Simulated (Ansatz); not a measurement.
Relaxed (201) slab cut from TaN (space group P-6m2 (No. 187)); the slab's formula is TaN, its outer planes TaN (top) and TaN (bottom):

```yaml
crystal:
  lattice:
    - [2.92399, 0.00000, 0.00000]
    - [-1.46199, 6.27508, 0.00000]
    - [0.00000, 0.00000, 25.61917]
  atoms:
    - { symbol: N, position: [0.79972, 0.59949, 0.30074] }
    - { symbol: Ta, position: [0.42197, 0.84406, 0.30339] }
    - { symbol: N, position: [0.57699, 0.15406, 0.33884] }
    - { symbol: Ta, position: [0.21051, 0.42115, 0.34213] }
    - { symbol: N, position: [0.37174, 0.74356, 0.38342] }
    - { symbol: Ta, position: [0.00426, 0.00859, 0.39152] }
    - { symbol: N, position: [0.16310, 0.32625, 0.42739] }
    - { symbol: Ta, position: [0.79398, 0.58800, 0.43502] }
    - { symbol: N, position: [0.95331, 0.90666, 0.47380] }
    - { symbol: Ta, position: [0.58591, 0.17186, 0.48108] }
    - { symbol: N, position: [0.74442, 0.48887, 0.51863] }
    - { symbol: Ta, position: [0.37540, 0.75084, 0.52579] }
    - { symbol: N, position: [0.53631, 0.07261, 0.56333] }
    - { symbol: Ta, position: [0.16766, 0.33533, 0.57219] }
    - { symbol: N, position: [0.32463, 0.64925, 0.60934] }
    - { symbol: Ta, position: [0.95852, 0.91700, 0.61540] }
    - { symbol: N, position: [0.11795, 0.23575, 0.65528] }
    - { symbol: Ta, position: [0.75048, 0.50102, 0.66406] }
    - { symbol: N, position: [0.91136, 0.82228, 0.69549] }
    - { symbol: Ta, position: [0.52786, 0.05556, 0.70317] }
```

These are results of DFT PBEsol, scalar-relativistic, plane waves, PAW (Ansatz), not measurements. Settings: cutoff 420 eV, Γ-centred mesh 12×6×1 on the computed 20-atom cell, Gaussian smearing of 0.10 eV; no spin polarisation. The cell repeats along c with a dipole correction in the vacuum.

The potential is the smooth part; its values at the atoms depend on the PAW datasets.

(1) How does the plane-averaged electrostatic potential energy of an electron run along c, counted from the Fermi level?

Spin-orbit coupling is left out, which matters for the bands of heavy elements.

Results:

(1) z (Å), V (eV) and a bar:
```
     2.85       4.03 ##############################
     3.13       4.03 ##############################
     3.42       4.03 ##############################
     3.70       4.03 ##############################
     3.99       4.02 ##############################
     4.27       4.02 ##############################
     4.55       4.01 ##############################
     4.84       3.99 ##############################
     5.12       3.96 ##############################
     5.41       3.90 #############################
     5.69       3.77 #############################
     5.98       3.54 #############################
     6.26       3.09 ############################
     6.55       2.23 ###########################
     6.83       0.43 ########################
     7.12      -3.11 ##################
     7.40      -8.45 ##########
     7.69     -12.57 ###
     7.97     -13.56 #
     8.26     -13.54 #
     8.54     -14.35
     8.82     -13.57 #
     9.11     -10.96 #####
     9.39     -10.30 #######
     9.68     -12.21 ###
     9.96     -13.10 ##
    10.25     -11.99 ####
    10.53     -11.82 ####
    10.82     -13.40 ##
    11.10     -13.46 #
    11.39     -11.53 #####
    11.67     -10.87 ######
    11.96     -12.66 ###
    12.24     -13.46 #
    12.52     -12.08 ####
    12.81     -11.30 #####
    13.09     -12.87 ##
    13.38     -13.53 #
    13.66     -11.96 ####
    13.95     -10.95 #####
    14.23     -12.49 ###
    14.52     -13.52 #
    14.80     -12.46 ###
    15.09     -11.52 #####
    15.37     -12.96 ##
    15.66     -13.73 #
    15.94     -12.00 ####
    16.23     -10.21 #######
    16.51     -11.50 #####
    16.79     -13.36 ##
    17.08     -13.57 #
    17.36     -13.35 ##
    17.65     -14.12
    17.93     -13.38 ##
    18.22      -9.53 ########
    18.50      -4.48 ################
    18.79      -0.79 ######################
    19.07       1.63 ##########################
    19.36       2.88 ############################
    19.64       3.53 #############################
    19.93       3.88 #############################
    20.21       4.06 ##############################
    20.50       4.16 ##############################
    20.78       4.21 ##############################
    21.06       4.23 ##############################
    21.35       4.24 ##############################
    21.63       4.25 ##############################
    21.92       4.25 ##############################
    22.20       4.26 ##############################
    22.49       4.26 ##############################
    22.77       4.26 ##############################
```

The vacuum level lies 4.26 eV (top face) and 4.03 eV (bottom face) above the Fermi level.

The reference crystal is a form of TaN, which isn't its usual structure.

Cost: 1 run of about 32 core-minutes, on Arm Neoverse V1 (shared hosts).